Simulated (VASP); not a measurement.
Write the native input for VASP 6.6.1 that does the following.

```yaml
Task: single point
Functional: PBE
Potentials_or_basis: VASP PAW PBE potentials, release 64 (Sb)
Cutoff: 520 eV
k_mesh: 4 × 4 × 4
Occupations: gaussian, width 0.1 eV
Spin: no spin polarisation
Dipole_correction: no
Further_INCAR_settings: ALGO = Normal; EDIFF = 1e-06; NBANDS = 14
```

The structure of Sb lies in POSCAR:

```
Sb
1.0
    3.2283762776     -3.2091860418     -0.3128948333
    3.2283762776      3.2091860418     -0.3128948333
   -3.4401760376      0.0000000000      5.0409741161
Sb
3
Direct
    0.1411161531      0.6712804679      0.9965563714
    0.6712804679      0.1411161531      0.9965563714
    0.8542733790      0.8542733790      0.5068872572
```

The cell was built by a generator and needn't be a form met in nature.

The cell isn't the ideal one: random cell with space group Cm (No. 8).

One way to write it, as run:

INCAR

```
  PREC = Accurate
  ENCUT = 520
  EDIFF = 1E-6
  ISMEAR = 0
  SIGMA = 0.1
  LREAL = False
  LASPH = True
  NELM = 100
  ALGO = Normal
  ISIF = 2
  LWAVE = False
  LCHARG = True
  GGA = PE
  LELF = True
  LVHAR = True
  NBANDS = 14
```

KPOINTS

```
regular mesh
0
Gamma
  4 4 4
```

Potentials or basis: VASP PAW PBE potentials, release 64 (Sb).

Command:

```bash
$ cat potpaw_PBE.64/Sb/POTCAR > POTCAR
$ mpirun -np 1 vasp_std > vasp.out
```

Results of the run:

```
Pressure               : 0.1 GPa
Largest force          : 0.028 eV/Å
Band gap on the k mesh : none (metal or under the smearing width)
```

Caveat: the k mesh is coarse (spacing up to 0.40 Å⁻¹), so the values aren't converged.

It took 14 s on 1 thread of Intel(R) Xeon(R) 6975P-C (Granite Rapids) (shared host), peak memory 0.23 GiB.
